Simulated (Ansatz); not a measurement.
Write a Python script for Ansatz 0.2.0, Python API that makes a comparison of enthalpies under pressure of two structures of S. Use (first run): PBE, PAW, cutoff 460 eV, 6×6×6 k-points, Fermi-Dirac smearing of 0.02 eV.

`transition.py`:
```python
"""Pressure at which two phases of S cross."""

import warnings

import ansatz as az
import numpy as np


def diamond(first, a):
    return az.Crystal.diamond(first, a=a)


def sc(A, a):
    return (
        az.Lattice.cubic(a)
        .space_group(221)
        .atom(A, (0, 0, 0))
    )


def ground_state(name, crystal, pressure=0.0):
    calc = (
        crystal.calculation()
        .functional("PBE")
        .basis(460)
        .kpoints(spacing=0.33)
        .occupations("fermi_dirac", width=0.02)
    )
    calc = calc.relax(force_tolerance=0.01, cell=True, pressure=pressure)
    return calc.run(threads=1)


def volume_per_atom(outcome):
    return abs(np.linalg.det(outcome.lattice.cell_ang)) / len(outcome.lattice.sites)

warnings.simplefilter("ignore")

phases = {}
phases["diamond"] = diamond("S", 5.78)
phases["sc"] = sc("S", 2.73)

# H = E + PV, with 1 eV per cubic angstrom equal to 160.2 GPa
pressures = [0, 20, 40, 60]
enthalpy, volume = {name: [] for name in phases}, {name: [] for name in phases}
for p in pressures:
    for name, crystal in phases.items():
        o = ground_state(name, crystal, pressure=p)
        volume[name].append(volume_per_atom(o))
        enthalpy[name].append(o.report["energy_sigma0_ev"] / len(o.lattice.sites) + p * volume[name][-1] / 160.21766)
gap = np.array(enthalpy["sc"]) - np.array(enthalpy["diamond"])
rows = [(p, va, vb, 1000 * d) for p, va, vb, d in zip(pressures, volume["diamond"], volume["sc"], gap)]
print("   P (GPa)  V diamond (A^3/atom)  V sc (A^3/atom)  H(sc) - H(diamond) (meV/atom)")
for row in rows:
    print(f"{row[0]:10d}  {row[1]:20.3f}  {row[2]:15.3f}  {row[3]:+29.1f}")
crossings = [p0 - g0 * (p1 - p0) / (g1 - g0) for p0, p1, g0, g1 in zip(pressures, pressures[1:], gap, gap[1:]) if g0 * g1 < 0]
print("crossing near", [round(float(p), 1) for p in crossings], "GPa") if crossings else print("no crossing in this range")
```

`python transition.py` gives:
```text
   P (GPa)  V diamond (A^3/atom)  V sc (A^3/atom)  H(sc) - H(diamond) (meV/atom)
         0                24.138           17.107                         -342.3
        20                18.168           14.484                         -961.3
        40                15.572           13.103                        -1335.8
        60                13.955           12.154                        -1600.3
no crossing in this range
```

What to keep in mind:
- At a fixed pressure a relaxation lowers the enthalpy F + PV, while F alone can rise.
- For the metals among these phases the mesh is modest: differences between phases can be off by up to 40 meV an atom.
- Only these two structures are compared, at zero temperature and with their symmetry kept; either may be hypothetical, and another phase may be lower than both. Differences under about 40 meV an atom lie within the error of mesh and functional.
- The cells are prototypes set up for this calculation and needn't exist.
- It ran for 22 s on 1 thread of Arm Neoverse V1, on a shared host, peak memory 0.38 GiB.
